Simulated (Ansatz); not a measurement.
From input file to script: Ba, space group P6/mmm in Ansatz 0.2.0.

```yaml
crystal:
  lattice:
    - [4.311614, 0.0, 0.0]
    - [-2.155807, 3.733967, 0.0]
    - [0.0, 0.0, 3.913413]
  atoms:
    - { symbol: Ba, position: [0.0, 0.0, 0.0] }
kpoints:
  mp_grid:
    grid: [6, 6, 6]
hamiltonian:
  xc: pbe
scf:
  occupations:
    method: fermi_dirac
    width: 0.1
basis:
  ecutwfc: 510
output:
  stress: true
  eigenvalues: true
```

`deck_ba.py`:
```python
import json
import warnings

import ansatz as az


def main() -> None:
    warnings.simplefilter('ignore', az.DeckWarning)

    deck = {
        'crystal': {
            'lattice': [[4.311614, 0.0, 0.0], [-2.155807, 3.733967, 0.0], [0.0, 0.0, 3.913413]],
            'atoms': [{'symbol': 'Ba', 'position': [0.0, 0.0, 0.0]}],
        },
        'kpoints': {'mp_grid': {'grid': [6, 6, 6]}},
        'hamiltonian': {'xc': 'pbe'},
        'scf': {'occupations': {'method': 'fermi_dirac', 'width': 0.1}},
        'basis': {'ecutwfc': 510},
        'output': {'stress': True, 'eigenvalues': True},
    }

    res = az.Session.from_dict(deck).plan().execute()
    rep = res.report

    print('%-22s %14.5f eV' % ('F = E - TS', rep['free_energy_ev']))
    print('%-22s %14.5f eV' % ('E', rep['internal_energy_ev']))
    print('%-22s %14.5f eV' % ('Harris-Foulkes', rep['harris_foulkes_ev']))
    print('%-22s %14.5f eV' % ('Fermi level', rep['fermi_energy_ev']))

    fermi = rep['fermi_energy_ev']
    print('levels less the Fermi level (eV) at the first k-points')
    for k, levels in list(zip(rep['kpoints_frac'], rep['eigenvalues_ev']))[:4]:
        print('k = ({:.3f}, {:.3f}, {:.3f})'.format(*k))
        print('   ', ' '.join(f'{e - fermi:.3f}' for e in levels))

    keep = ['free_energy_ev', 'energy_sigma0_ev', 'fermi_energy_ev', 'n_iterations', 'converged', 'magnetization_mub', 'n_kpoints']
    with open('ba.json', 'w') as handle:
        json.dump({key: rep[key] for key in keep}, handle, indent=1)

    terms = rep['components']
    print({name: round(terms[name], 3) for name in ('e_kinetic', 'e_hartree', 'e_xc', 'e_local', 'e_nonlocal')})


if __name__ == '__main__':
    main()
```

Output of `python deck_ba.py`:
```text
F = E - TS                -5949.38534 eV
E                         -5949.34603 eV
Harris-Foulkes            -5949.38534 eV
Fermi level                   5.83400 eV
levels less the Fermi level (eV) at the first k-points
k = (0.000, 0.000, 0.000)
    -29.075 -14.006 -14.006 -13.906 -2.681 0.134 1.707 1.707 4.536
k = (0.000, 0.000, 0.167)
    -29.059 -14.109 -13.988 -13.988 -2.297 0.555 1.833 1.833 3.958
k = (0.000, 0.000, 0.333)
    -29.026 -14.486 -13.951 -13.951 -1.431 1.052 2.125 2.125 2.966
k = (0.000, 0.000, -0.500)
    -29.010 -14.662 -13.932 -13.932 -0.766 0.691 2.301 2.301 2.595
{'e_kinetic': 166.504, 'e_hartree': 122.408, 'e_xc': -166.553, 'e_local': -385.457, 'e_nonlocal': 57.11}
```

Absolute energies stand on the zero of these potentials, so only differences at equal settings mean something. A total without «per atom» is that of the cell as typed. The energy terms are those on the plane-wave grid, with the one-centre PAW part apart; the terms shown are only some of the summands, so they needn't add up to F. The computed bands are complete only to about 2.4 eV above the Fermi level. For a metal this k-point mesh is coarse: on a finer one energies can move by several to tens of meV an atom and pressures by half a GPa or more, differences at one mesh by less. The zero of the levels is a convention of the potentials, so an absolute Fermi energy is no work function. This isn't the structure that Ba takes at ambient conditions. Levels are Kohn-Sham eigenvalues on this mesh, without spin-orbit coupling. It ran for 1.2 s on 1 thread of Intel(R) Xeon(R) Platinum 8488C (Sapphire Rapids), with other jobs on the host, peak memory 0.38 GiB.

(Lines on the test bed's own set-up are left out of the output.)
